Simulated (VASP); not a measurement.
Wanted: the native input for a VASP 6.6.1 run.

```
Task                   : single point
Functional             : PBEsol
Potentials or basis    : VASP PAW PBE potentials, release 64 (Hf_pv, C)
Cutoff                 : 520 eV
k mesh                 : 10 × 10 × 6
Occupations            : gaussian, width 0.05 eV
Spin                   : no spin polarisation
Dipole correction      : no
Further INCAR settings : ALGO = Normal; EDIFF = 1e-06; NBANDS = 22
```

The structure of HfC lies in POSCAR:

```
HfC
1.0
    3.2093619960      0.0000000000      0.0000000000
   -1.6046809980      2.7793890185      0.0000000000
    0.0000000000      0.0000000000      5.6879719477
Hf C
2 2
Direct
    0.0000000000      0.0000000000      0.0000000000
    0.0000000000      0.0000000000      0.5000000000
    0.3333333333      0.6666666667      0.2500000000
    0.6666666667      0.3333333333      0.7500000000
```

The cell comes from a database or a generator and needn't be the stable form of this composition.

These files were run (other wordings do the same):

INCAR

```
SYSTEM = HfC
ALGO = Normal
EDIFF = 1E-6
ENCUT = 520
GGA = PS
ISIF = 2
ISMEAR = 0
LASPH = .TRUE.
LCHARG = .FALSE.
LREAL = .FALSE.
LWAVE = .FALSE.
NBANDS = 22
NELM = 100
PREC = Accurate
SIGMA = 0.05
```

KPOINTS

```
k-points
0
G
  10 10 6
  0 0 0
```

Potentials or basis: VASP PAW PBE potentials, release 64 (Hf_pv, C).

Launch:

```bash
$ cat potpaw_PBE.64/Hf_pv/POTCAR potpaw_PBE.64/C/POTCAR > POTCAR
$ mpirun -np 1 vasp_std > vasp.out
```

It gave:

- Pressure: 4.2 GPa
- Band gap on the k mesh: none (metal or under the smearing width)

Caveat: the PAW data sets were made with another functional, which shifts forces and pressure a little.

Wall time 18 s on 1 thread of Intel(R) Xeon(R) 6975P-C (Granite Rapids), on a shared host, peak memory 0.19 GiB.
